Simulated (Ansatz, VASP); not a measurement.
**Al2Cu in VASP and in Ansatz**

```
CELL_PARAMETERS angstrom
-2.03034 2.03034 2.85109
2.03034 -2.03034 2.85109
2.03034 2.03034 -2.85109
ATOMIC_POSITIONS crystal
Al 0.75000 0.25000 0.50000
Al 0.25000 0.75000 0.50000
Cu 0.50000 0.50000 0.00000
```

The cell comes from a database or a generator and needn't be the stable form of this composition.

Alike in both runs: task single point; functional PBE; k mesh 6 × 6 × 6; occupations gaussian, width 0.1 eV; no spin polarisation.

```csv
,VASP,Ansatz
version,VASP 6.6.1,Ansatz 0.2.0
potentials or method,"VASP PAW PBE potentials, release 64 (Al, Cu)","scalar-relativistic, plane waves, PAW"
plane-wave cutoff (eV),520,420
valence electrons in the cell,17,25
```

|  | VASP | Ansatz | Ansatz less VASP |
| --- | --- | --- | --- |
| gap on the k mesh at the Fermi level (eV) | none | none | - |
| pressure (GPa) | 2.7 | 2.8 | +0.11 |

A gap of «none» marks a metal or a gap that the smearing closes. The two sets of potentials don't hold the same shells in valence.

Caveats: the k mesh is coarse (spacing up to 0.36 Å⁻¹), so the values aren't converged.
